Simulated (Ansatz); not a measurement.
Crystal: Ir.

```
Ir
1.0
     0.00000    1.91560    1.91560
     1.91560    0.00000    1.91560
     1.91560    1.91560    0.00000
Ir
1
Direct
  0.00000 0.00000 0.00000
```

- Program: Ansatz 0.2.0
- Task: relaxation of cell and atoms
- Functional: RPBE
- Potentials or basis: all-electron LAPW, scalar-relativistic
- Basis error allowed: 0.001 eV/atom
- k mesh: 12 × 12 × 12
- Occupations: fermi-dirac, width 0.05 eV
- Spin: no spin polarisation

At the start: volume 14.06 Å³/atom.

Question: How do energy, volume and symmetry change on relaxing?

Answer: Over 5 steps the energy falls by 27.3 meV/atom and the volume is 14.65 Å³/atom (+4.2 %); space group Fm-3m (No. 225, to 0.05 Å).

The path:
```
step  energy change (eV)  largest force (eV/Å)  volume (Å³)
   1              0.0000                0.0000        14.06
   2             -0.0268                0.0000        14.74
   3             -0.0273                0.0000        14.66
   4             -0.0273                0.0000        14.65
   5             -0.0273                0.0000        14.65
```

Final structure:
```yaml
crystal:
  lattice:
    - [0.00000, 1.94228, 1.94228]
    - [1.94228, 0.00000, 1.94228]
    - [1.94228, 1.94228, 0.00000]
  atoms:
    - { symbol: Ir, position: [0.00000, 0.00000, 0.00000] }
```
